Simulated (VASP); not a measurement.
Input of a VASP 6.6.1 run:

The input INCAR:

```
SYSTEM = HgTe
PREC     = Accurate       ! precision mode
ENCUT    = 520            ! plane-wave cutoff, eV
EDIFF    = 1E-6           ! SCF threshold, eV
ISMEAR   = 0              ! smearing method
SIGMA    = 0.1            ! smearing width, eV
LREAL    = .FALSE.        ! projectors in reciprocal space
LASPH    = .TRUE.         ! aspherical terms in the spheres
NELM     = 60             ! most SCF steps
ALGO     = Normal         ! electronic algorithm
ISIF     = 2              ! what is computed and relaxed
LWAVE    = .FALSE.        ! write WAVECAR
LCHARG   = .FALSE.        ! write CHGCAR
```

Contents of KPOINTS:

```
regular mesh
0
G
  7 7 7
  0 0 0
```

POSCAR

```
HgTe
4.4972
    0.000000000000      0.707106644134      0.707106644134
    0.707106644134      0.000000000000      0.707106644134
    0.707106644134      0.707106644134      0.000000000000
Hg Te
1 1
Direct
    0.0000000000      0.0000000000      0.0000000000
    0.5000000000      0.5000000000      0.5000000000
```

Potentials or basis: VASP PAW LDA potentials, release 64 (Hg, Te).

Launch:

```console
$ cat potpaw_LDA.64/Hg/POTCAR potpaw_LDA.64/Te/POTCAR > POTCAR
$ mpirun -np 1 vasp_std > vasp.out
```

(1) What does it give for the band gap on the k mesh?

(2) Predict the pressure.

Results:

(1) none (metal or under the smearing width).

(2) -7.7 GPa.
